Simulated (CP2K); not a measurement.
# Li2Se: equation of state with PBEsol

Crystal: Li2Se.

```
Se Li
1.0
     4.24618    0.00000    0.00000
     2.12309    3.67730    0.00000
     2.12309    1.22577    3.46699
Se Li
1 2
Direct
  0.00000 0.00000 0.00000
  0.75000 0.75000 0.75000
  0.25000 0.25000 0.25000
```

| Quantity | Value |
| --- | --- |
| Program | CP2K 2026.2 |
| Task | equation of state |
| Functional | PBEsol |
| Potentials or basis | POTENTIAL_UZH Se GTH-PBE-q6, Li GTH-PBE-q3; TZVP-MOLOPT-PBE-GTH basis |
| Density cutoff | 6123 eV |
| k mesh | 8 × 8 × 8 |
| Occupations | fermi-dirac, width 0.05 eV |
| Spin | no spin polarisation |
| SCF solver | diagonalisation with k points |
| Quickstep method | GPW |
| EPS_DEFAULT | 1.0E-9 |
| EPS_SCF | 1.0E-6 |
| MAX_SCF | 100 |
| SCF_GUESS | ATOMIC |
| k points reduced by the point group | yes |
| Mesh centred on Gamma | yes |
| CHOLESKY | OFF |
| EPS_EIGVAL | 1.0E-7 |
| MIXING METHOD | BROYDEN_MIXING |
| MIXING ALPHA | 0.4 |
| NBUFFER | 8 |
| NGRIDS | 4 |
| Basis sets | Se TZVP-MOLOPT-PBE-GTH-q6, Li TZVP-MOLOPT-PBE-GTH-q3 |
| Potentials | Se GTH-PBE-q6 of POTENTIAL_UZH, Li GTH-PBE-q3 of POTENTIAL_UZH |
| ADDED_MOS | [12] |
| REL_CUTOFF (Ry) | 60 Ry |
| MIXING BETA (1/bohr) | 1.5 1/bohr |
| CUTOFF of the grids | 450 Ry |

- Equilibrium volume: 17.76 Å³/atom
- Bulk modulus: 34 GPa
- Pressure derivative of the bulk modulus: 3.8 (rough: it moves with the points fitted)

Energy against volume, from the lowest point:
| volume (Å³/atom) | energy (meV/atom) |
| --- | --- |
| 16.962 | 4.00 |
| 17.323 | 1.09 |
| 17.684 | 0.00 |
| 18.045 | 0.43 |
| 18.406 | 2.29 |
| 18.767 | 5.46 |
| 19.128 | 9.83 |

All runs of the series together: 2.7 min on 1 thread of Arm Neoverse V1, on a shared host.

Caveat: the potentials were made for another functional, which shifts forces and pressure; the basis of atomic orbitals isn't converged, which shifts pressures, moduli and gaps.
